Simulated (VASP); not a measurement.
# KMgF3 (P4/mmm) in VASP: a series of runs, part 3 of 3

VASP 6.6.1. The steps go on from the part before.

### 5 Single point, PBE (strain +0.030 along x and y, +0.000 along z, atoms carried along)

INCAR

```
  PREC = Accurate
  ENCUT = 520
  EDIFF = 1E-6
  ISMEAR = 0
  SIGMA = 0.05
  LREAL = F
  LASPH = T
  NELM = 100
  ALGO = Normal
  ISIF = 2
  LWAVE = F
  LCHARG = F
  GGA = PE
  NBANDS = 24
```

KPOINTS

```
regular mesh
0
Gamma
  6 6 6
```

POSCAR

```
KMgF3
1.0
    4.1054770000      0.0000000000      0.0000000000
    0.0000000000      4.1054770000      0.0000000000
    0.0000000000      0.0000000000      3.9859000000
K Mg F
1 1 3
Direct
    0.5000000000      0.5000000000      0.5000000000
    0.0000000000      0.0000000000      0.0000000000
    0.5000000000      0.0000000000      0.0000000000
    0.0000000000      0.5000000000      0.0000000000
    0.0000000000      0.0000000000      0.5000000000
```

Potentials or basis: VASP PAW PBE potentials, release 64 (K_sv, Mg, F).

On the command line:

```bash
> cat potpaw_PBE.64/K_sv/POTCAR potpaw_PBE.64/Mg/POTCAR potpaw_PBE.64/F/POTCAR > POTCAR
> mpirun -np 1 vasp_std > vasp.out
```

OUTCAR:

```text
PREC = Accurate
   ENCUT = 520
   EDIFF = 1E-6
   ISMEAR = 0
   LREAL = F
   LASPH = T
   NELM = 100
   ISIF = 2
   GGA = PE

 ion  position               nearest neighbor table
   1  0.500  0.500  0.500-   2 3.52   2 3.52   2 3.52   2 3.52   2 3.52   2 3.52   2 3.52   2 3.52

   2  0.000  0.000  0.000-   5 1.99   5 1.99   3 2.05   4 2.05   4 2.05   3 2.05   1 3.52   1 3.52
                             1 3.52   1 3.52   1 3.52   1 3.52   1 3.52   1 3.52
   3  0.500  0.000  0.000-   2 2.05   2 2.05
   4  0.000  0.500  0.000-   2 2.05   2 2.05
   5  0.000  0.000  0.500-   2 1.99   2 1.99

  LATTYP: Found a simple tetragonal cell.
 ALAT       =     4.1054770000
 C/A-ratio  =     0.9708737864

  Lattice vectors:

 A1 = (   4.1054770000,   0.0000000000,   0.0000000000)
 A2 = (   0.0000000000,   4.1054770000,   0.0000000000)
 A3 = (   0.0000000000,   0.0000000000,   3.9859000000)

Analysis of symmetry for initial positions (statically):
=====================================================================
 Subroutine PRICEL returns:
 Original cell was already a primitive cell.

 Routine SETGRP: Setting up the symmetry group for a
 simple tetragonal supercell.

 Subroutine GETGRP returns: Found 16 space group operations
 (whereof 16 operations were pure point group operations)
 out of a pool of 16 trial point group operations.

The static configuration has the point symmetry D_4h.

Analysis of symmetry for dynamics (positions and initial velocities):
=====================================================================
 Subroutine PRICEL returns:
 Original cell was already a primitive cell.

 Routine SETGRP: Setting up the symmetry group for a
 simple tetragonal supercell.

 Subroutine GETGRP returns: Found 16 space group operations
 (whereof 16 operations were pure point group operations)
 out of a pool of 16 trial point group operations.

The dynamic configuration has the point symmetry D_4h.

 Subroutine INISYM returns: Found 16 space group operations
 (whereof 16 operations are pure point group operations),
 and found     1 'primitive' translations

----------------------------------------------------------------------------------------

                                     Primitive cell

  volume of cell :      67.1821

  direct lattice vectors                    reciprocal lattice vectors
     4.105477000  0.000000000  0.000000000     0.243577056  0.000000000  0.000000000
     0.000000000  4.105477000  0.000000000     0.000000000  0.243577056  0.000000000
     0.000000000  0.000000000  3.985900000     0.000000000  0.000000000  0.250884367

  length of vectors
     4.105477000  4.105477000  3.985900000     0.243577056  0.243577056  0.250884367

  position of ions in fractional coordinates (direct lattice)
     0.500000000  0.500000000  0.500000000
     0.000000000  0.000000000  0.000000000
     0.500000000  0.000000000  0.000000000
     0.000000000  0.500000000  0.000000000
     0.000000000  0.000000000  0.500000000

  ion indices of the primitive-cell ions
   primitive index   ion index
                 1           1
                 2           2
                 3           3
[... 27 lines left out ...]
 Found     40 irreducible k-points:

 Following reciprocal coordinates:
            Coordinates               Weight
  0.000000  0.000000  0.000000      1.000000
  0.166667  0.000000  0.000000      4.000000
  0.333333  0.000000  0.000000      4.000000
  0.500000  0.000000  0.000000      2.000000
  0.166667  0.166667  0.000000      4.000000
  0.333333  0.166667  0.000000      8.000000
[... 16 lines left out ...]
  0.333333  0.000000  0.333333      8.000000
  0.500000  0.000000  0.333333      4.000000
 [... further k-points ...]
   k-points           NKPTS =     40   k-points in BZ     NKDIM =     40   number of bands    NBANDS=     24
   number of dos      NEDOS =    301   number of ions     NIONS =      5
   total plane-waves  NPLWV =  30720
   dimension x,y,z NGX =    32 NGY =   32 NGZ =   30
   dimension x,y,z NGXF=    64 NGYF=   64 NGZF=   60
   ions per type =               1   1   3
   NGX,Y,Z   is equivalent  to a cutoff of  12.96, 12.96, 12.51 a.u.
   NGXF,Y,Z  is equivalent  to a cutoff of  25.92, 25.92, 25.03 a.u.
 SYSTEM =  unknown system
   PREC   = accura    normal or accurate (medium, high low for compatibility)
   ISTART =      0    job   : 0-new  1-cont  2-samecut
   ICHARG =      2    charge: 1-file 2-atom 10-const
   ISPIN  =      1    spin polarized calculation?
   LNONCOLLINEAR =      F non collinear calculations
   LSORBIT =      F    spin-orbit coupling
   LASPH  =      T    aspherical Exc in radial PAW
   ENCUT  =  520.0 eV  38.22 Ry    6.18 a.u.   7.63  7.63  7.41*2*pi/ulx,y,z
   NELM   =    100;   NELMIN=  2; NELMDL= -5     # of ELM steps
   EDIFF  = 0.1E-05   stopping-criterion for ELM
   LREAL  =      F    real-space projection
   EDIFFG = 0.1E-04   stopping-criterion for IOM
   NSW    =      0    number of steps for IOM
   IBRION =     -1    ionic relax: 0-MD 1-quasi-New 2-CG
   NFREE  =      0    steps in history (QN), initial steepest desc. (CG)
   ISIF   =      2    stress and relaxation
   ISYM   =      2    0-nonsym 1-usesym 2-fastsym
   POTIM  = 0.5000    time-step for ionic-motion
   TEBEG  =    0.0;   TEEND  =   0.0 temperature during run
   PSTRESS=    0.0 pullay stress
   NELECT =      32.0000    total number of electrons
   NUPDOWN=      -1.0000    fix difference up-down
   EMIN   =  10.00;   EMAX   =-10.00  energy-range for DOS
   EFERMI =   0.00;   METHOD = LEGACY
   ISMEAR =     0;   SIGMA  =   0.05  broadening in eV -4-tet -1-fermi 0-gaus
   EFERMI_NEDOS =   21; number of points for ismear=-14 and -15
   IALGO  =     38    algorithm
   IMIX   =      4    mixing-type and parameters
     AMIX     =   0.40;   BMIX     =  1.00
     AMIX_MAG =   1.60;   BMIX_MAG =  1.00
  volume/ion in A,a.u.               =      13.44        90.67
  Fermi-wavevector in a.u.,A,eV,Ry     =   1.278518  2.416049 22.240206  1.634609
  Thomas-Fermi vector in A             =   2.411056
   LORBIT       =      0    0 simple, 1 ext, 2 COOP (PROOUT), +10 PAW based schemes
   GGA     = PE    functional components
   LHFCALC =     F    Hartree Fock is set to
   AEXX    =    0.0000 exact exchange contribution
   IVDW    =     0    specifies the selected vdW correction
   LEPSILON=     F    determine dielectric tensor
   LRPA    =     F    only Hartree local field effects (RPA)
 non-spin polarized calculation
 Gauss-broadening in eV      SIGMA  =   0.05
  energy-cutoff  :      520.00
  volume of cell :       67.18
 maximum number of plane-waves:      1831
 NGX is ok and might be reduce to    32
   NGX = 15   NGY = 15   NGZ = 15

 number of electron      32.0000009 magnetization

 Free energy of the ion-electron system (eV)
  ---------------------------------------------------
  ext. energy  EPLUGINS =         0.00000000
  ---------------------------------------------------
  free energy    TOTEN  =       -24.43858603 eV

  energy without entropy =      -24.43858603  energy(sigma->0) =      -24.43858603

 E-fermi :  -1.6455     XC(G=0):  -9.3937

 val. band max:       -1.8835278652   @ k =   0.5000   0.5000   0.5000
 cond. band min:       4.9812345020   @ k =   0.0000   0.0000   0.0000
 fundamental gap:      6.8647623672
 Fermi energy:        -1.6454729876

 k-point     1 :       0.0000    0.0000    0.0000
  band No.  band energies     occupation
      1     -27.6673      2.00000
      2     -21.8740      2.00000
      3     -21.3071      2.00000
      4     -21.2350      2.00000
      5     -11.1593      2.00000
      6     -11.1593      2.00000
[... 637 lines left out ...]
     23      11.9556      0.00000
     24      12.7163      0.00000

 [... further k-points ...]

------------------------ aborting loop because EDIFF is reached ----------------------------------------

  FORCE on cell =-STRESS in cart. coord.  units (eV):
  Direction    XX          YY          ZZ          XY          YZ          ZX
  --------------------------------------------------------------------------------------
  -------------------------------------------------------------------------------------
  Total       -0.7066310     -0.7066310      0.3274293      0.0000000      0.0000000      0.0000000
  in kB      -16.8519292    -16.8519292      7.8086239      0.0000000      0.0000000      0.0000000
  external PRESSURE =      -8.6317449 kB  Pullay stress =       0.0000000 kB

 VOLUME and BASIS-vectors are now :
 -----------------------------------------------------------------------------
  energy-cutoff  :      520.00
  volume of cell :       67.18
      direct lattice vectors                 reciprocal lattice vectors
     4.105477000  0.000000000  0.000000000     0.243577056  0.000000000  0.000000000
     0.000000000  4.105477000  0.000000000     0.000000000  0.243577056  0.000000000
     0.000000000  0.000000000  3.985900000     0.000000000  0.000000000  0.250884367

 POSITION                                       TOTAL-FORCE (eV/Angst)
 -----------------------------------------------------------------------------------
      2.05274      2.05274      1.99295         0.000000      0.000000      0.000000
      0.00000      0.00000      0.00000         0.000000      0.000000      0.000000
      2.05274      0.00000      0.00000         0.000000      0.000000      0.000000
      0.00000      2.05274      0.00000         0.000000      0.000000      0.000000
      0.00000      0.00000      1.99295         0.000000      0.000000      0.000000
 -----------------------------------------------------------------------------------
    total drift:                                0.000000      0.000000     -0.000000

  FREE ENERGIE OF THE ION-ELECTRON SYSTEM (eV)
  ---------------------------------------------------
  free  energy   TOTEN  =       -24.4385860302 eV

  energy  without entropy=      -24.4385860302  energy(sigma->0) =      -24.43858603
```

stdout:

```text
POSCAR found type information on POSCAR K MgF
 POSCAR found :  3 types and       5 ions
 scaLAPACK will be used
 LDA part: xc-table for (Slater+PW92), standard interpolation
 POSCAR, INCAR and KPOINTS ok, starting setup
 FFT: planning ... GRIDC
 FFT: planning ... GRID_SOFT
 FFT: planning ... GRID
 WAVECAR not read
 entering main loop
```

Wall time 36 s (1 thread of Intel Xeon Platinum 8488C (Sapphire Rapids), shared host); peak memory 0.21 GiB.

What came out:

```yaml
Free_energy: -24.4386 eV
Pressure: -0.9 GPa
Band_gap_on_the_k_mesh: 6.86 eV, indirect (least direct gap 7.19 eV)
```

Levels at points of the mesh, in eV from the valence-band top:
| k point | band 13 | band 14 | band 15 | band 16 | band 17 | band 18 | band 19 | band 20 |
| --- | --- | --- | --- | --- | --- | --- | --- | --- |
| (0.00, 0.00, 0.00) | -0.53 | -0.32 | -0.32 | -0.32 | 6.86 | 9.93 | 10.05 | 11.94 |
| (0.50, 0.00, 0.00) | -0.76 | -0.73 | -0.51 | -0.49 | 9.70 | 9.83 | 10.89 | 12.41 |
| (0.50, 0.50, 0.00) | -0.95 | -0.88 | -0.88 | -0.04 | 10.53 | 11.29 | 12.00 | 12.00 |
| (0.00, 0.00, 0.50) | -0.91 | -0.77 | -0.49 | -0.49 | 9.83 | 9.89 | 11.09 | 12.50 |
| (0.50, 0.00, 0.50) | -0.93 | -0.80 | -0.80 | -0.02 | 10.56 | 11.45 | 12.07 | 12.16 |
| (0.50, 0.50, 0.50) | -1.03 | -0.01 | 0.00 | 0.00 | 10.19 | 10.19 | 10.22 | 13.40 |

A k mesh can miss the band edges.

### 6 Summary

```csv
cell,gap on the mesh (eV),pressure (GPa)
"strain -0.015 along x and y, -0.030 along z, atoms carried along",7.78,9.1
"strain +0.015 along x and y, -0.030 along z, atoms carried along",7.29,3.7
"strain -0.015 along x and y, +0.000 along z, atoms carried along",7.53,6.1
"strain +0.030 along x and y, +0.000 along z, atoms carried along",6.86,-0.9
```

Alike in all rows: task single point; level PBE; potentials or basis VASP PAW PBE potentials, release 64 (K_sv, Mg, F); no spin polarisation; k mesh 6 × 6 × 6; cutoff (eV) 520; smearing gaussian 0.05 eV.

Total energies depend on the potentials used, so only differences within one code and one set of settings carry meaning.
